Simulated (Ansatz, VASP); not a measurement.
# MoH5 in VASP and in Ansatz

File INCAR:

```
SYSTEM = MoH5
PREC = Accurate
ENCUT = 600
EDIFF = 1E-6
ISMEAR = 0
SIGMA = 0.1
LREAL = .False.
LASPH = .True.
NELM = 100
ALGO = Normal
ISIF = 3
LWAVE = .False.
LCHARG = .False.
GGA = PE
IBRION = 2
NSW = 90
EDIFFG = -0.04
```

File KPOINTS:

```
Automatic mesh
0
Gamma
  6 6 6
  0 0 0
```

The input POSCAR:

```
MoH5
1.0
    4.4283045800      0.0000000000      0.0000000000
   -2.2141522900      3.8350242600      0.0000000000
    0.0000000000      0.0000000000      3.6163567400
H Mo
5 1
Direct
    0.3333333300      0.6666666700      0.0000000000
    0.6666666700      0.3333333300      0.0000000000
    0.5000000000      0.0000000000      0.5000000000
    0.5000000000      0.5000000000      0.5000000000
    0.0000000000      0.5000000000      0.5000000000
    0.0000000000      0.0000000000      0.0000000000
```

Input for Ansatz:

```yaml
crystal:
  lattice:
    - [4.42830458, 0.0, 0.0]
    - [-2.21415229, 3.83502426, 0.0]
    - [0.0, 0.0, 3.61635674]
  atoms:
    - { symbol: H, position: [0.33333333, 0.66666667, 0.0] }
    - { symbol: H, position: [0.66666667, 0.33333333, 0.0] }
    - { symbol: H, position: [0.5, 0.0, 0.5] }
    - { symbol: H, position: [0.5, 0.5, 0.5] }
    - { symbol: H, position: [0.0, 0.5, 0.5] }
    - { symbol: Mo, position: [0.0, 0.0, 0.0] }
basis:
  ecutwfc: 420
kpoints:
  mp_grid: { grid: [6, 6, 6] }
hamiltonian:
  xc: pbe
scf:
  occupations: { method: gaussian, width: 0.1 }
  lower_state_search: "off"
output:
  forces: true
  stress: true
  eigenvalues: true
relax:
  adjacent_minimum: "off"
  f_tol: 0.04
  max_steps: 70
  cell: { stress_tol: 0.4 }
```

Change from the starting cell: species swapped into the ErNi5 type (P6/mmm, No. 191).

Alike in both runs: task relaxation of cell and atoms; functional PBE; k mesh 6 × 6 × 6; occupations gaussian, width 0.1 eV; no spin polarisation.

```csv
,VASP,Ansatz
version,VASP 6.6.1,Ansatz 0.2.0
potentials or method,"VASP PAW PBE potentials, release 64 (H, Mo_sv)","scalar-relativistic, plane waves, PAW"
plane-wave cutoff (eV),600,420
valence electrons in the cell,19,19
```

VASP gave:

- gap on the k mesh at the Fermi level, each at its own relaxed structure (eV): none
- relaxed volume (Å³/atom): 4.78
- relaxed cell length with the largest relative difference (Å): 2.999
- energy change over the relaxation (meV/atom): -1049

Q: Estimate Ansatz's values.

A: gap on the k mesh at the Fermi level, each at its own relaxed structure (eV): none; relaxed volume (Å³/atom): 4.77; relaxed cell length with the largest relative difference (Å): 2.990; energy change over the relaxation (meV/atom): -1051.

A gap of «none» marks a metal or a gap that the smearing closes.

Caveats: the volume moved by over 15 % at a fixed basis, so the end points are rough (VASP).
